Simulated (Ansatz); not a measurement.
# Where the states of AgI lie

```yaml
crystal:
  lattice:
    - [4.68574, 0.00000, 0.00000]
    - [-2.34287, 4.05797, 0.00000]
    - [0.00000, 0.00000, 7.66648]
  atoms:
    - { symbol: Ag, position: [0.33333, 0.66667, 0.00060] }
    - { symbol: Ag, position: [0.66667, 0.33333, 0.50060] }
    - { symbol: I, position: [0.33333, 0.66667, 0.37540] }
    - { symbol: I, position: [0.66667, 0.33333, 0.87540] }
```

The structure comes from a relaxation in the same program, started in the wurtzite type, and has space group P6_3mc. Whether it is a known phase or the ground state wasn't checked.

No spin–orbit coupling, which matters for the heavy atoms here.

Computed with Ansatz 0.2.0, DFT, PBE, all-electron LAPW, scalar-relativistic.

Sampling and basis: a Γ-centred 10×10×6 k mesh, Fermi–Dirac smearing of 0.05 eV, basis error target 0.5 meV/atom, no spin polarisation.

Which of the resolved shells contributes most in the top eV of the valence band?

I 5p, with 65 % of all states there; Ag 4d follows with 33 %.

Where is the centre of the filled Ag 4d states between -13 eV and the top of the filled states?

-2.80 eV from the valence-band top.

Tabulate the density of states.

States per eV and cell, averaged over 0.4 eV, from -4.3 to 3.9 eV, with energies (bin centres) from the valence-band top; empty bins are left out. The partial columns, the largest 3 alone, are projections on Löwdin-orthogonalised atomic shells (those that the program's projection atoms carry: the occupied ones and, for some elements, an empty d or f shell; other empty shells have no column), summed over atoms of an element. Weights on diffuse s and p shells depend on that basis and aren't pure angular character.
```csv
E (eV),total,Ag 4d,I 5p,Ag 5s
-4.2,1.11,0.39,0.58,0.14
-3.8,21.77,11.50,9.06,1.11
-3.4,7.13,3.96,2.85,0.29
-3.0,13.88,13.72,0.07,0.04
-2.6,10.59,9.65,0.54,0.25
-2.2,3.65,2.38,0.95,0.20
-1.8,3.86,1.79,1.82,0.14
-1.4,5.34,2.01,3.09,0.10
-1.0,7.15,2.43,4.51,0.06
-0.6,4.36,1.41,2.86,0.02
-0.2,1.16,0.36,0.78,0.00
1.4,0.01,0.00,0.00,0.01
1.8,0.09,0.00,0.01,0.06
2.2,0.22,0.00,0.04,0.15
2.6,0.50,0.00,0.09,0.33
3.0,1.55,0.01,0.29,0.96
3.4,3.08,0.01,0.58,1.75
3.8,3.46,0.02,0.70,1.82
```
